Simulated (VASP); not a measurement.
# Hf (Im-3m) in VASP: notebook, part 3 of 3

VASP 6.6.1.

### Step 5. Relaxation of cell and atoms, LDA, target pressure 30 GPa, at which the enthalpy is minimised

This run uses another cell than the first one, of 15.55 Å³/atom, 0.661 times its volume.

INCAR reads:

```
SYSTEM = Hf
ALGO = Fast
EDIFF = 1E-7
EDIFFG = -0.002
ENCUT = 350
IBRION = 2
ISIF = 3
ISMEAR = 0
LASPH = .TRUE.
LCHARG = .FALSE.
LREAL = .FALSE.
LWAVE = .FALSE.
NELM = 80
NSW = 80
PREC = Accurate
PSTRESS = 300.0
SIGMA = 0.1
```

KPOINTS reads:

```
k-points
0
G
  8 8 8
  0 0 0
```

POSCAR reads:

```
Hf                                      
1.0
   -1.5724393241      1.5724393241      1.5724393241
    1.5724393241     -1.5724393241      1.5724393241
    1.5724393241      1.5724393241     -1.5724393241
  Hf            
     1
Direct
     0.0000000000000000    0.0000000000000000    0.0000000000000000
```

The run is started by

```console
$ cat potpaw_LDA.64/Hf_pv/POTCAR > POTCAR
$ mpirun -np 1 vasp_std > vasp.out
```

It took 14 s on 1 thread of Intel Xeon Platinum 8488C (Sapphire Rapids), shared host; peak memory 0.11 GiB.

Results (log left out):

```yaml
Free_energy: -10.2527 eV
Relaxed_volume: 16.97 Å³/atom
Relaxed_cell: a = 2.804 Å, b = 2.804 Å, c = 2.804 Å, α = 109.47°, β = 109.47°, γ = 109.47°
Space_group_after_relaxing_to_0.05_Å: Im-3m (No. 229)
Energy_change_on_relaxing_the_enthalpy_is_what_falls: -350.3 meV/atom
Ionic_steps: 18
Pressure_after_relaxing: 30.0 GPa
Band_gap_on_the_k_mesh: none (metal or under the smearing width)
```

The path:
```
step  energy change (eV)  largest force (eV/Å)  pressure (GPa)  volume (Å³)
   1              0.0000                0.0000           50.02        15.55
   2             -0.6417                0.0000            0.62        20.35
   3             -0.3706                0.0000           28.71        17.08
   4             -0.3516                0.0000           29.91        16.97
   5             -0.3461                0.0000           30.24        16.95
   6             -0.3462                0.0000           30.27        16.95
   7             -0.3466                0.0000           30.23        16.95
   8             -0.3466                0.0000           30.22        16.95
   9             -0.3466                0.0000           30.23        16.95
  10             -0.3466                0.0000           30.23        16.95
  11             -0.3467                0.0000           30.22        16.95
  12             -0.3468                0.0000           30.23        16.95
  13             -0.3469                0.0000           30.23        16.95
  14             -0.3472                0.0000           30.19        16.95
  15             -0.3478                0.0000           30.16        16.95
  16             -0.3489                0.0000           30.09        16.96
  17             -0.3513                0.0000           29.93        16.97
  18             -0.3503                0.0000           29.99        16.97
```

Final structure:
```
CELL_PARAMETERS angstrom
-1.61877 1.61877 1.61877
1.61877 -1.61877 1.61877
1.61877 1.61877 -1.61877
ATOMIC_POSITIONS crystal
Hf 0.00000 0.00000 0.00000
```

Levels at points of the mesh, in eV from the Fermi level:
```tsv
k point	band 2	band 3	band 4	band 5	band 6	band 7	band 8	band 9
(0.00, 0.00, 0.00)	-28.65	-28.65	-7.78	1.54	1.54	1.54	5.21	5.21
(0.50, 0.00, 0.00)	-29.27	-28.68	-4.40	-1.23	2.71	5.27	6.56	10.27
(0.50, 0.50, 0.50)	-29.99	-29.99	-4.07	-4.07	8.98	8.98	8.98	9.94
```

Caveat: the cell is relaxed towards a set pressure, so the enthalpy falls and the energy may rise.

### Step 6. Relaxation of cell and atoms, LDA, target pressure 30 GPa, at which the enthalpy is minimised

This run uses another cell than the first one, of 16.97 Å³/atom, 0.721 times its volume.

INCAR is that of step 5.

KPOINTS is that of step 5.

POSCAR reads:

```
Hf                                      
1.0
   -1.6187732273      1.6187732273      1.6187732273
    1.6187732273     -1.6187732273      1.6187732273
    1.6187732273      1.6187732273     -1.6187732273
  Hf            
     1
Direct
     0.0000000000000000    0.0000000000000000    0.0000000000000000
```

Potentials or basis: VASP PAW LDA potentials, release 64 (Hf_pv).

The run is started by

```console
$ cat potpaw_LDA.64/Hf_pv/POTCAR > POTCAR
$ mpirun -np 1 vasp_std > vasp.out
```

It took 4.6 s on 1 thread of Intel Xeon Platinum 8488C (Sapphire Rapids), shared host; peak memory 0.11 GiB.

Results (log left out):

- Free energy: -10.2559 eV
- Relaxed volume: 16.97 Å³/atom
- Relaxed cell: a = 2.804 Å, b = 2.804 Å, c = 2.804 Å, α = 109.47°, β = 109.47°, γ = 109.47°
- Space group after relaxing (to 0.05 Å): Im-3m (No. 229)
- Energy change on relaxing (the enthalpy is what falls): -0.9 meV/atom
- Ionic steps: 4
- Pressure after relaxing: 30.0 GPa
- Band gap on the k mesh: none (metal or under the smearing width)

Step by step:
| step | energy change (eV) | largest force (eV/Å) | pressure (GPa) | volume (Å³) |
| --- | --- | --- | --- | --- |
| 1 | 0.0000 | 0.0000 | 30.07 | 16.97 |
| 2 | -0.0032 | 0.0000 | 29.86 | 16.98 |
| 3 | -0.0012 | 0.0000 | 29.97 | 16.97 |
| 4 | -0.0009 | 0.0000 | 30.02 | 16.97 |

Final structure:
```cif
data_structure
_symmetry_space_group_name_H-M 'P 1'
_symmetry_Int_Tables_number 1
_cell_length_a 2.8041
_cell_length_b 2.8041
_cell_length_c 2.8041
_cell_angle_alpha 109.471
_cell_angle_beta 109.471
_cell_angle_gamma 109.471
_cell_volume 16.97
loop_
_atom_site_label
_atom_site_type_symbol
_atom_site_fract_x
_atom_site_fract_y
_atom_site_fract_z
_atom_site_occupancy
Hf1 Hf 0.00000 0.00000 0.00000 1
```

Levels at points of the mesh, in eV from the Fermi level:
| k point | band 2 | band 3 | band 4 | band 5 | band 6 | band 7 | band 8 | band 9 |
| --- | --- | --- | --- | --- | --- | --- | --- | --- |
| (0.00, 0.00, 0.00) | -28.65 | -28.65 | -7.78 | 1.54 | 1.54 | 1.54 | 5.21 | 5.21 |
| (0.50, 0.00, 0.00) | -29.27 | -28.68 | -4.40 | -1.23 | 2.71 | 5.26 | 6.56 | 10.27 |
| (0.50, 0.50, 0.50) | -29.99 | -29.99 | -4.07 | -4.07 | 8.98 | 8.98 | 8.98 | 9.93 |

Caveat: the cell is relaxed towards a set pressure, so the enthalpy falls and the energy may rise. The run has no spin-orbit coupling, so splittings on Hf are missing.
